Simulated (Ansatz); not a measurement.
Write the native input for Ansatz 0.2.0 that does the following.

* Task: band structure
* Functional: RPBE
* Potentials or basis: Ansatz PAW
* Cutoff: 420 eV (not typed: the program's choice for these potentials)
* k mesh: 5 × 5 × 5
* Occupations: fermi-dirac, width 0.05 eV
* Spin: no spin polarisation
* Path: [["G", "X", "M", "G", "R", "X"], ["M", "R"]]
* Points for each segment of the path: 14

Crystal: CsSnI3.

```
Cs I Sn
1.0
     6.20570    0.00000    0.00000
     0.00000    6.20570    0.00000
     0.00000    0.00000    6.20570
Cs I Sn
1 3 1
Direct
  0.00000 0.00000 0.00000
  0.50000 0.50000 0.00000
  0.50000 0.00000 0.50000
  0.00000 0.50000 0.50000
  0.50000 0.50000 0.50000
```

These files were run (other wordings do the same):

input.yaml

```yaml
crystal:
  lattice:
    - [6.2057, 0.0, 0.0]
    - [0.0, 6.2057, 0.0]
    - [0.0, 0.0, 6.2057]
  atoms:
    - { symbol: Cs, position: [0.0, 0.0, 0.0] }
    - { symbol: I, position: [0.5, 0.5, 0.0] }
    - { symbol: I, position: [0.5, 0.0, 0.5] }
    - { symbol: I, position: [0.0, 0.5, 0.5] }
    - { symbol: Sn, position: [0.5, 0.5, 0.5] }
hamiltonian:
  xc: rpbe
  pseudopotentials: { kind: paw }
kpoints:
  mp_grid: { grid: [5, 5, 5] }
  band_path:
    path:
      - [[0.0, 0.0, 0.0], [0.0, 0.5, 0.0], [0.5, 0.5, 0.0], [0.0, 0.0, 0.0], [0.5, 0.5, 0.5], [0.0, 0.5, 0.0]]
      - [[0.5, 0.5, 0.0], [0.5, 0.5, 0.5]]
    npoints: 14
scf:
  occupations: { method: fermi_dirac, width: 0.05 }
  n_extra_bands: 12
output:
  forces: true
  stress: true
  eigenvalues: true
  fatbands: false
```

Potentials or basis: Ansatz PAW.

Run with:

```sh
$ ansatz run input.yaml --threads 2 --pin off --max-ram 5120MiB --backend cpu --events-out ev --progress --plain --runs-dir out
```

It gave:

```yaml
Pressure: 1.6 GPa
Band_gap_along_the_path: 0.34 eV, direct
```

Caveat: spin-orbit coupling is left out, which moves the levels of the heavy elements; the cell was measured hot, at 500 K; the PAW data sets come from PBE, with cores solved anew for the run's functional, which leaves a small shift of forces and pressure.

Run time: 15 s on 2 threads of Arm Neoverse V2, on a shared host, peak memory 0.77 GiB.
